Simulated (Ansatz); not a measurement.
# P in Ansatz: convergence with ecutfock ratio

The system is P.

```
CELL_PARAMETERS angstrom
1.64774 -5.46504 0.00000
1.64774 5.46504 0.00000
0.00000 0.00000 4.54364
ATOMIC_POSITIONS crystal
P 0.90414 0.09586 0.58882
P 0.09586 0.90414 0.41118
P 0.59586 0.40414 0.08882
P 0.40414 0.59586 0.91118
```

* Program: Ansatz 0.2.0
* Task: convergence study
* Functional: PBE0
* Potentials or basis: Ansatz PAW
* Cutoff: 420 eV
* Density cutoff: 1680 eV
* k mesh: 4 × 4 × 3
* Occupations: cold, width 0.05 eV
* Spin: no spin polarisation

These are the settings of the first run; the series varies ecutfock ratio, with any setting tied to it.

Hardware: 2 threads of Intel(R) Xeon(R) Processor @ 2.50GHz (Skylake/Cascade Lake), on a shared host.

```csv
ecutfock ratio,"energy less the tightest run, at zero smearing (meV/atom)",SCF cycles,CPU time (s),peak memory (GiB)
1,0.01,20,85,0.85
2,0.00,20,92,0.87
3,0.00,20,92,0.91
4,0.00,20,89,0.91
```

Against the tightest run, the energy stays within 1 meV/atom from 1 on. The tightest run that finished is the yardstick and may itself not be fully converged.

Caveat, for the tightest run too: the k mesh is coarse (spacing up to 0.50 Å⁻¹), so the values aren't converged, least of all with exact exchange.
